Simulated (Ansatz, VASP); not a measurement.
## Rh in VASP and in Ansatz

INCAR

```
SYSTEM = Rh
ALGO     = Fast           ! electronic algorithm
EDIFF    = 1E-6           ! SCF threshold, eV
ENCUT    = 520            ! plane-wave cutoff, eV
GGA      = PS             ! functional
ISIF     = 2              ! what is computed and relaxed
ISMEAR   = 0              ! smearing method
LASPH    = .TRUE.         ! aspherical terms in the spheres
LCHARG   = .TRUE.         ! write CHGCAR
LELF     = .TRUE.         ! ELF
LREAL    = .FALSE.        ! projectors in reciprocal space
LVHAR    = .TRUE.       
LWAVE    = .FALSE.        ! write WAVECAR
NBANDS   = 14             ! bands
NELM     = 60             ! most SCF steps
PREC     = Accurate       ! precision mode
SIGMA    = 0.15           ! smearing width, eV
```

Contents of KPOINTS:

```
k-points
0
G
  22 22 22
  0 0 0
```

File POSCAR:

```
Rh
1.0
    0.0000000000      1.8445035000      1.8445035000
    1.8445035000      0.0000000000      1.8445035000
    1.8445035000      1.8445035000      0.0000000000
Rh
1
Direct
    0.0000000000      0.0000000000      0.0000000000
```

Input for Ansatz:

```yaml
crystal:
  lattice:
    - [0.0, 1.8445035, 1.8445035]
    - [1.8445035, 0.0, 1.8445035]
    - [1.8445035, 1.8445035, 0.0]
  atoms:
    - { symbol: Rh, position: [0.0, 0.0, 0.0] }
basis:
  ecutwfc: 420
kpoints:
  mp_grid: { grid: [22, 22, 22] }
hamiltonian:
  xc: pbesol
scf:
  occupations: { method: gaussian, width: 0.15 }
output:
  forces: true
  stress: true
  eigenvalues: true
  write_density: true
  write_potential: true
  elf: true
  volumetric_format: npy
```

Change from the starting cell: strain -0.030 along x and y, -0.030 along z, atoms carried along.

Alike in both runs: task single point; functional PBEsol; k mesh 22 × 22 × 22; occupations gaussian, width 0.15 eV; no spin polarisation.

|  | VASP | Ansatz |
| --- | --- | --- |
| version | VASP 6.6.1 | Ansatz 0.2.0 |
| potentials or method | VASP PAW PBE potentials, release 64 (Rh_pv) | scalar-relativistic, plane waves, PAW |
| plane-wave cutoff (eV) | 520 | 420 |
| valence electrons in the cell | 15 | 17 |

```csv
,VASP,Ansatz,Ansatz less VASP
gap on the k mesh at the Fermi level (eV),none,none,-
pressure (GPa),26.0,26.1,+0.12
```

A gap of «none» marks a metal or a gap that the smearing closes. With one functional, cell and mesh, what is left measures potentials, basis and numerics. The two sets of potentials don't hold the same shells in valence.

Caveats: so large a pressure means that the cell lies far from this level's equilibrium, or that cutoff or potentials fall short (VASP); the potentials were made for another functional, which shifts forces and pressure (VASP).
